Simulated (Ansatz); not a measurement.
The system is Zn.

```
Zn
1.0
     0.00000    1.96478    1.96478
     1.96478    0.00000    1.96478
     1.96478    1.96478    0.00000
Zn
1
Direct
  0.00000 0.00000 0.00000
```

This isn't the form of Zn at room conditions, which is hcp.

| Property | Result |
| --- | --- |
| Program | Ansatz 0.2.0 |
| Task | relaxation of cell and atoms |
| Functional | RPBE |
| Dispersion | D3(BJ) |
| Potentials or basis | Ansatz PAW |
| Cutoff | 420 eV (not typed: the program's choice for these potentials) |
| k mesh | 12 × 12 × 12 |
| Occupations | fermi-dirac, width 0.05 eV |
| Spin | no spin polarisation |

At the start: volume 15.17 Å³/atom.

Task: How do energy, volume and symmetry change on relaxing?

Result: It ends after 8 steps and the volume is 12.03 Å³/atom (-20.7 %); space group Fm-3m (No. 225, to 0.05 Å).

Step by step:
```
step  energy change (eV)  largest force (eV/Å)  volume (Å³)
   1              0.0000                0.0000        15.17
   2             -0.2262                0.0000        13.06
   3             -0.2469                0.0000        11.40
   4             -0.2642                0.0000        12.13
   5             -0.2647                0.0000        12.04
   6             -0.2622                0.0000        12.04
   7             -0.2622                0.0000        12.03
   8             -0.2622                0.0000        12.03
```

Final structure:
```cif
data_structure
_symmetry_space_group_name_H-M 'P 1'
_symmetry_Int_Tables_number 1
_cell_length_a 2.5722
_cell_length_b 2.5722
_cell_length_c 2.5722
_cell_angle_alpha 60.000
_cell_angle_beta 60.000
_cell_angle_gamma 60.000
_cell_volume 12.03
loop_
_atom_site_label
_atom_site_type_symbol
_atom_site_fract_x
_atom_site_fract_y
_atom_site_fract_z
_atom_site_occupancy
Zn1 Zn 0.00000 0.00000 0.00000 1
```

Caveat: the volume moved by over 15 % at a fixed basis, so the end points are rough; the plane-wave basis is chosen anew once the cell has moved, so the energies of steps on either side of that aren't comparable; pairwise dispersion overbinds metals, which lowers pressure and volume; the PAW data sets come from PBE, with cores solved anew for the run's functional, which leaves a small shift of forces and pressure.
